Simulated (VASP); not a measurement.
Crystal: MgSe.

```
Mg Se
1.0
     0.00000    2.73627    2.73627
     2.73627    0.00000    2.73627
     2.73627    2.73627    0.00000
Mg Se
1 1
Direct
  0.00000 0.00000 0.00000
  0.50000 0.50000 0.50000
```

The cell was built by a generator and needn't be a form met in nature.

Base run:

* Program: VASP 6.6.1
* Functional: r2SCAN
* Potentials or basis: VASP PAW PBE potentials, release 64 (Mg, Se)
* Cutoff: 520 eV
* k mesh: 6 × 6 × 6
* Occupations: gaussian, width 0.01 eV
* Spin: no spin polarisation

Its results: band gap on the k mesh 2.44 eV, indirect (least direct gap 3.41 eV); pressure -0.3 GPa.

The run is repeated on the same cell with these changes: functional from r2SCAN to HSE06; k mesh from 6 × 6 × 6 to 4 × 4 × 4. What comes out?

Band gap on the k mesh 2.62 eV, indirect (least direct gap 3.51 eV); pressure -0.2 GPa.

Several settings changed at once, so the effect can't be laid on one alone.

Caveats: some runs use coarse meshes; the PAW data sets were made with another functional, which shifts forces and pressure a little.

A k mesh can miss the band edges.
